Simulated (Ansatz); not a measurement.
# SiC: equation of state

An exercise on one series of results from a longer session: the logs are not shown, and one member is left open.

Computed with Ansatz 0.2.0 (DFT PBEsol, scalar-relativistic, unless a step's input says otherwise).

### The starting structure

Symmetry: P6_3mc, No. 186, hexagonal system. The conventional cell has a = 3.076 Å, b = 3.076 Å, c = 5.048 Å, α = 90.00°, β = 90.00°, γ = 120.00°. Si (site symmetry 3m) has 4 C at 1.87 to 1.94 Å in its first shell of neighbours. C (site symmetry 3m) has 4 Si at 1.87 to 1.94 Å in its first shell of neighbours.

As a file:

```xyz
4
Lattice="3.0760 0.0000 0.0000 -1.5380 2.6639 0.0000 0.0000 0.0000 5.0480" Properties=species:S:1:pos:R:3 pbc="T T T"
Si    0.0000    1.7759    0.0000
Si    1.5380    0.8880    2.5240
C     0.0000    1.7759    1.9435
C     1.5380    0.8880    4.4675
```

Atoms are numbered in the order of the input: Si1, Si2, C3, C4.

Set-up of the first run:

File input.yaml:

```yaml
crystal:
  lattice:
    - [3.0344255669, 0.0, 0.0]
    - [-1.5172127834, 2.6278896269, 0.0]
    - [0.0, 0.0, 4.9797754205]
  atoms:
    - { symbol: Si, position: [0.3333333333, 0.6666666667, 0.0] }
    - { symbol: Si, position: [0.6666666667, 0.3333333333, 0.5] }
    - { symbol: C, position: [0.3333333333, 0.6666666667, 0.385] }
    - { symbol: C, position: [0.6666666667, 0.3333333333, 0.885] }
kpoints:
  mp_grid: { grid: [15, 15, 8] }
  band_path:
    path:
      - [0.0, 0.0, 0.0]
      - [0.5, 0.0, 0.0]
      - [0.3333333333, 0.3333333333, 0.0]
      - [0.0, 0.0, 0.0]
      - [0.0, 0.0, 0.5]
      - [0.5, 0.0, 0.5]
      - [0.3333333333, 0.3333333333, 0.5]
      - [0.0, 0.0, 0.5]
      - [0.5, 0.0, 0.5]
    npoints: 5
scf:
  occupations: { method: fermi_dirac, width: 0.08 }
hamiltonian:
  xc: pbesol
  pseudopotentials: { kind: all_electron, lapw: { basis_error: 0.001 } }
output:
  forces: true
  stress: true
  eigenvalues: true
```

Command:

```bash
$ ansatz run input.yaml --threads 1 --pin off --max-ram 4096MiB --backend cpu --events-out ev --progress --plain --runs-dir out
```

Among the steps run: Volume × 0.96, LAPW; Volume × 0.96, PAW; Volume × 0.96, crystal datasets; Volume × 0.99, LAPW; Volume × 0.99, PAW; Volume × 0.99, crystal datasets; Volume × 1.02, LAPW; Volume × 1.02, PAW; Volume × 1.02, crystal datasets; Volume × 1.06, LAPW; Volume × 1.06, PAW; Volume × 1.06, crystal datasets.

One table of the session follows, with a row left open; its other results are not shown here.

It belongs to the step «The equation of state». 

```
          method  volume (Å³/atom)  gap on the k mesh (eV)  largest force (eV/Å)
            LAPW             9.927                       ?                     ?
            LAPW            10.238                    2.15                 0.762
            LAPW            10.548                    2.21                 0.715
            LAPW            10.961                    2.27                 0.659
             PAW             9.927                    2.09                 0.814
             PAW            10.238                    2.15                 0.763
             PAW            10.548                    2.21                 0.716
             PAW            10.961                    2.27                 0.660
crystal datasets             9.927                    2.10                 0.812
crystal datasets            10.238                    2.15                 0.762
crystal datasets            10.548                    2.21                 0.715
crystal datasets            10.961                    2.27                 0.659
```

**Question.** Estimate the row for LAPW, 9.927.

As computed: gap on the k mesh (eV): 2.09; largest force (eV/Å): 0.812.

Limits of these values: Warnings in the runs' records: crystal datasets made.
